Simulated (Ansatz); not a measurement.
# 2H-NbSTe bilayer (2H stacking) in a perpendicular field, part 2 of 2

Wanted: the out-of-plane response of the 2H-NbSTe bilayer (2H stacking). A positive field points along +c.

Ansatz 0.2.0; plane-wave DFT, PBE-D4, Ansatz PAW (the session's first sound run).

So far. Step 7 (Single point, field 0.2 V/Å): The dipole is 0.106 e·Å, 0.142 e·Å from its value without field. Step 8 (Atoms held, field 0.3 V/Å): The dipole is 0.177 e·Å, 0.213 e·Å from its value without field.

## 9. Response, atoms held (continued)

Local field over the applied field, running mean. From the potentials at -0.05 and 0.05 V/Å; running mean over 2.5 Å. The local field over applied field by z:

z (Å), local field over applied field and a bar from the least value:
```
      4.5      0.997 ##############################
      5.0      0.991 ##############################
      5.5      0.976 #############################
      6.0      0.938 ############################
      6.5      0.857 ##########################
      7.0      0.720 ######################
      7.5      0.554 #################
      8.0      0.380 ############
      8.5      0.217 #######
      9.0      0.100 ###
      9.5      0.054 ##
     10.0      0.031 #
     10.5      0.016 #
     11.0      0.018 #
     11.5      0.017 #
     12.0      0.000 
     12.5     -0.007 
     13.0     -0.006 
     13.5     -0.010 
     14.0     -0.012 
     14.5     -0.011 
     15.0     -0.009 
     15.5     -0.009 
     16.0     -0.005 
     16.5      0.004 
     17.0      0.010 #
     17.5      0.019 #
     18.0      0.043 ##
     18.5      0.103 ###
     19.0      0.218 #######
     19.5      0.381 ############
     20.0      0.563 #################
     20.5      0.737 ######################
     21.0      0.875 ##########################
     21.5      0.952 #############################
     22.0      0.984 ##############################
     22.5      0.995 ##############################
     23.0      0.999 ##############################
     23.5      1.000 ##############################
```

Electrons, planar mean, per unit field. Induced electron density against z:

```
z (Å)  induced electron density (e/Å³ per V/Å)
    5                                   3.9e-5
    6                                   3.1e-4
    7                                  0.00177
    8                                  0.00292
    9                                   8.8e-4
   10                                  -7.5e-4
   11                                  0.00158
   12                                  -1.0e-4
   13                                   4.4e-5
   14                                   1.4e-5
   15                                  -8.2e-5
   16                                   1.2e-4
   17                                  -2.3e-4
   18                                   6.0e-4
   19                                  -9.6e-4
   20                                 -0.00337
   21                                  -6.4e-4
   22                                  -6.7e-5
   23                                  -5.5e-6
```

By hand: between -0.05 and 0.05 V/Å the dipole changes by 0.07083 e·Å, a slope of 0.7083 e·Å²/V. A perfect conductor of thickness t has p = ε₀AEt, so t = 180.95 × 0.7083 / 10.541 = 12.16 Å (e/ε₀ = 180.95 V·Å, A in Å²).

The induced dipole is that of a conductor 12.16 Å thick.

## 10. Varying the input

This step: plane-wave DFT, PBE-D4, Ansatz PAW, but for the change named below (Ansatz 0.2.0).

A run with a changed input: it repeats the earlier run at 0.05 V/Å with hamiltonian.pseudopotentials to kind: paw_fr, magnetization to noncollinear: true, spin_orbit: true and crystal.symmetry to detect: false.

The input, input.yaml:

```yaml
crystal:
  lattice:
    - [3.4887743201, 0.0, 0.0]
    - [-1.74438716, 3.0213671893, 0.0]
    - [0.0, 0.0, 27.8610454055]
  atoms:
    - { symbol: Te, position: [0.3333333333, 0.6666666667, 0.3230316691] }
    - { symbol: Nb, position: [0.0, 0.0, 0.3932242295] }
    - { symbol: S, position: [0.3333333333, 0.6666666667, 0.444296563] }
    - { symbol: Te, position: [0.0, 0.0, 0.5556732768] }
    - { symbol: Nb, position: [0.3333333333, 0.6666666667, 0.6263209349] }
    - { symbol: S, position: [0.0, 0.0, 0.6769683309] }
  symmetry: { detect: false }
kpoints:
  mp_grid: { grid: [18, 18, 1] }
  band_path:
    path: [[0, 0, 0], [0.5, 0, 0], [0.33333333, 0.33333333, 0], [0, 0, 0]]
    npoints: 16
hamiltonian:
  xc: pbe
  dispersion: d4
  pseudopotentials: { kind: paw_fr }
scf:
  occupations: { method: fermi_dirac, width: 0.02585 }
  convergence: { dr2_threshold: 1.0e-10 }
efield:
  axis: 3
  dipole_correction: true
  ramp_position: 0.97
  ramp_width: 0.06
  amplitude: 0.05
output:
  write_potential: true
  write_density: true
  volumetric_format: npy
magnetization:
  noncollinear: true
  spin_orbit: true
```

Run with:

```sh
> ansatz run input.yaml --threads 4 --pin off --max-ram 6144MiB --backend cpu --events-out ev --progress --plain --runs-dir out
```

Elapsed: 27 min, on 4 threads of Arm Neoverse V2, shared host; peak memory 5.9 GiB.

Numbers from this step:

* energy at zero smearing: -24882.5238 eV
* dipole along the normal: -0.001717 e·Å

The electronic bands at the labelled points (eV, zero at the Fermi level):

```
  point  band 65  band 66  band 67  band 68  band 69  band 70  band 71  band 72
      Γ    -0.35    -0.35    -0.32    -0.32     0.81     0.81     1.13     1.13
halfway    -0.69    -0.66    -0.64    -0.62    -0.12    -0.10     0.00     0.03
      M    -0.53    -0.53    -0.43    -0.43    -0.33    -0.33    -0.22    -0.22
halfway    -1.57    -1.56    -1.45    -1.40     0.03     0.05     0.15     0.18
      K    -1.67    -1.63    -1.51    -1.51     0.11     0.14     0.29     0.32
halfway    -1.13    -1.10    -0.95    -0.90    -0.06    -0.01     0.03     0.08
      Γ    -0.35    -0.35    -0.32    -0.32     0.81     0.81     1.13     1.13
```

```
                     quantity   this run  earlier run  difference
dipole along the normal (e·Å)  -0.001717     -5.82e-4     -0.0011
```

It moves by -0.00113 e·Å.

Of the bands kept, 4 cross the Fermi level on this path (spinor bands, one electron each).

## 11. Varying the input

This step: plane-wave DFT, PBE-D4, Ansatz PAW (Ansatz 0.2.0).

An input spoilt on purpose, to show how the run answers: it repeats the earlier run at 0.05 V/Å with efield.ramp_width from 0.06 to 0.9, and scf.max_iter set to 50.

input.yaml: that of step 10 with these lines changed.

```diff
@@ -12,3 +12,2 @@
     - { symbol: S, position: [0.0, 0.0, 0.6769683309] }
-  symmetry: { detect: false }
 kpoints:
@@ -21,3 +20,2 @@
   dispersion: d4
-  pseudopotentials: { kind: paw_fr }
 scf:
@@ -25,2 +23,3 @@
   convergence: { dr2_threshold: 1.0e-10 }
+  max_iter: 50
 efield:
@@ -29,3 +28,3 @@
   ramp_position: 0.97
-  ramp_width: 0.06
+  ramp_width: 0.9
   amplitude: 0.05
@@ -35,4 +34 @@
   volumetric_format: npy
-magnetization:
-  noncollinear: true
-  spin_orbit: true
```

The job ended after 0.3 s (4 threads; peak memory 0.42 GiB).

The input was rejected at the start.

The program's message: “Error: efield: ion 0 (Te) at fractional coordinate 0.3230 along the field axis lies inside the sawtooth ramp with 2 of the planes that the density is read on at each end, [0.9596, 0.8804] — the ramp m …”

The fault put into the input: a ramp so wide that it reaches the atoms.

## 12. What came out

| Quantity | Value |
| --- | --- |
| gap without field | none |
| work function, upper face | 5.53 eV |
| step between the vacuum levels | 0.618 eV |
| equivalent conductor thickness, atoms held | 12.2 Å |

**Reading.** The induced dipole equals that of a perfect conductor 12.16 Å thick, while the outer atoms lie 9.86 Å apart. The two faces differ: the vacuum level above lies 0.62 eV higher than the one below. There is no gap over 0.03 eV, with or without the field. The main runs have no spin polarisation; a magnetic state could lie lower and would change these results. Spin-orbit coupling enters in a check alone.

[Logs are printed without paths, hosts, clocks, repeated set-up lines and the standing remarks that a program may print on its own settings, such as how far it seeks lower states.]

[Hosts, paths, dates, database ids (printed as entryN), source tags and the programs' standing remarks are cut or masked in the printed files.]

[Maps of the electrostatic potential energy from Ansatz leave out the sawtooth potential of an applied field or a dipole correction, so their vacuum need not be flat; planar profiles and work functions include it.]
